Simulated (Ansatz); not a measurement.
# F: single points about a listed cell

Aim: see how energy, forces, stress and gap of F answer to swapped elements, distortions that keep the symmetry. Nothing is relaxed unless a step says so.

Computed with Ansatz 0.2.0 (DFT PBE, scalar-relativistic, plane waves, PAW, unless a step's input says otherwise).

1 further run of the same task is left out (set aside as unsound or not needed).

## 1. The structure to begin with

It takes space group C2/m (No. 12, monoclinic). Conventional cell: a = 5.500 Å, b = 3.280 Å, c = 7.284 Å, α = 90.00°, β = 102.17°, γ = 90.00°. Around F (site symmetry m) lie 1 F at 1.44 Å. Around F (site symmetry m) lie 1 F at 1.45 Å.

Coordinates:

```
F
1.0
     2.75000   -1.64000    0.00000
     2.75000    1.64000    0.00000
    -1.53601    0.00000    7.12002
F
4
Direct
  0.05040 0.05040 0.09960
  0.94960 0.94960 0.90040
  0.50500 0.50500 0.60000
  0.49500 0.49500 0.40000
```

The structure comes from the Crystallography Open Database.

## 2. A distortion that keeps the symmetry

The change: strain xx, yy, zz, yz, xz, xy = -0.6, +9.6, +1.7, +0.0, -1.2, +0.0 %; atoms moved by 0.06 Å root mean square, at most 0.07 Å.

The input, input.yaml:

```yaml
crystal:
  lattice:
    - [2.73372, -1.7966692, -0.0319]
    - [2.73372, 1.7966692, -0.0319]
    - [-1.6095090528, 0.0, 7.2587356556]
  atoms:
    - { symbol: F, position: [0.0531762722, 0.0531762722, 0.1052359803] }
    - { symbol: F, position: [0.9468237278, 0.9468237278, 0.8947640197] }
    - { symbol: F, position: [0.4914237881, 0.4914237881, 0.5998673694] }
    - { symbol: F, position: [0.5085762119, 0.5085762119, 0.4001326306] }
basis:
  ecutwfc: 420
kpoints:
  mp_grid: { grid: [10, 10, 4] }
hamiltonian:
  xc: pbe
scf:
  occupations: { method: gaussian, width: 0.02 }
output:
  forces: true
  stress: true
  eigenvalues: true
```

Launch:

```console
$ ansatz run input.yaml --threads 1 --pin off --max-ram 1331MiB --backend cpu --events-out ev --progress --plain --runs-dir out
```

## 3. One element swapped, cell strained: F → Cl, first probe

The input, input.yaml:

```yaml
crystal:
  lattice:
    - [4.0797842105, -2.4330349474, 0.0]
    - [4.0797842105, 2.4330349474, 0.0]
    - [-2.2787597619, 0.0, 10.5629618817]
  atoms:
    - { symbol: Cl, position: [0.0504, 0.0504, 0.0996] }
    - { symbol: Cl, position: [0.9496, 0.9496, 0.9004] }
    - { symbol: Cl, position: [0.505, 0.505, 0.6] }
    - { symbol: Cl, position: [0.495, 0.495, 0.4] }
basis:
  ecutwfc: 420
kpoints:
  mp_grid: { grid: [4, 4, 2] }
hamiltonian:
  xc: pbe
scf:
  occupations: { method: gaussian, width: 0.1 }
output:
  forces: true
  stress: true
  eigenvalues: true
```

## 4. One element swapped, cell strained: F → Cl

Changes to input.yaml since step 3:

```diff
@@ -13,3 +13,3 @@
 kpoints:
-  mp_grid: { grid: [4, 4, 2] }
+  mp_grid: { grid: [8, 8, 4] }
 hamiltonian:
@@ -17,3 +17,3 @@
 scf:
-  occupations: { method: gaussian, width: 0.1 }
+  occupations: { method: gaussian, width: 0.02 }
 output:
```

**Question.** What will these runs give? Wanted: for each run, case; energy; pressure; largest force.

As calculated:

```
step                                        case  energy (meV/atom)  pressure (GPa)  largest force (eV/Å)  gap on the mesh (eV)
   2        a distortion that keeps the symmetry               +0.0            -5.8                  2.84                  1.71
   4  one element swapped, cell strained: F → Cl                n/a            -2.2                  1.85                  1.71
```

Energies are counted from step 2, with the smearing taken to zero. Other atoms or functionals have another zero of energy (n/a). 

**Reading.** 

The gaps are Kohn-Sham values of a semilocal functional, not quasiparticle or optical gaps. Such gaps usually fall short of the measured ones.
